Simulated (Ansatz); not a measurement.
# Hg: pressure up to the limit of the methods

One table from this session's results is given with a row withheld; the runs are named, their logs left out.

Program: Ansatz 0.2.0. Level of theory: DFT, PBE, PAW with Ansatz's default frozen-core files, scalar-relativistic. These are calculated values, not measurements.

## The structure to begin with

The structure is cubic, space group Pm-3m (No. 221). Conventional cell: a = 3.172 Å, b = 3.172 Å, c = 3.172 Å, α = 90.00°, β = 90.00°, γ = 90.00°. Around Hg (site symmetry m-3m) lie 6 Hg at 3.17 Å.

Coordinates:

```cif
data_structure
_symmetry_space_group_name_H-M 'Pm-3m'
_symmetry_Int_Tables_number 221
_cell_length_a 3.1720
_cell_length_b 3.1720
_cell_length_c 3.1720
_cell_angle_alpha 90.000
_cell_angle_beta 90.000
_cell_angle_gamma 90.000
_cell_volume 31.91
loop_
_atom_site_label
_atom_site_type_symbol
_atom_site_symmetry_multiplicity
_atom_site_Wyckoff_symbol
_atom_site_fract_x
_atom_site_fract_y
_atom_site_fract_z
_atom_site_occupancy
Hg1 Hg 1 a 0.00000 0.00000 0.00000 1
```

The file gives the conventional cell by its symmetry; the runs use the cell typed in the input.

Whether this phase is the stable one at these pressures isn't tested.

Set-up of the first run:

input.yaml

```yaml
crystal:
  lattice:
    - [3.1719554587, 0.0, 0.0]
    - [0.0, 3.1719554587, 0.0]
    - [0.0, 0.0, 3.1719554587]
  atoms:
    - { symbol: Hg, position: [0.0, 0.0, 0.0] }
kpoints:
  mp_grid: { grid: [12, 12, 12] }
scf:
  occupations: { method: fermi_dirac, width: 0.08 }
hamiltonian:
  xc: pbe
  pseudopotentials: { kind: paw }
output:
  forces: true
  stress: true
relax:
  f_tol: 0.005
  max_steps: 40
  cell: {}
```

Started as:

```
> ansatz run input.yaml --threads 1 --pin off --max-ram 2048MiB --backend cpu --events-out ev --progress --plain --runs-dir out
```

Steps of the session up to this table: Cell relaxed at zero pressure, PAW; Volume scaled by 1, PAW; Volume scaled by 1, PAW (cutoff 800 eV); Volume scaled by 0.88, PAW; Volume scaled by 0.78, PAW; Volume scaled by 0.68, PAW; Volume scaled by 0.58, PAW; Volume scaled by 0.5, PAW; Volume scaled by 0.43, PAW; Volume scaled by 0.43, PAW (partial_waves polarizable).

One table of the session follows, with a row left open; its other results are not shown here.

| method | volume over the first | volume (Å³/atom) | pressure (GPa) |
| --- | --- | --- | --- |
| PAW | 1 | 29.809 | -0.04 |
| PAW | 0.88 | 26.232 | 3.34 |
| PAW | 0.78 | 23.251 | 10.86 |
| PAW | 0.68 | 20.270 | 27.60 |
| PAW | 0.58 | 17.289 | 66.10 |
| PAW | 0.5 | ? | ? |
| PAW | 0.43 | 12.818 | 256.17 |
| PAW (cutoff 800 eV) | 1 | 29.809 | -0.04 |
| PAW (partial_waves polarizable) | 0.43 | 12.818 | 256.17 |

Estimate the missing values for PAW, 0.5.

**Answer.** volume (Å³/atom): 14.904; pressure (GPa): 134.47. In the column «volume (Å³/atom)» it lies between PAW (partial_waves polarizable), 0.43 (12.818) and PAW, 0.58 (17.289).
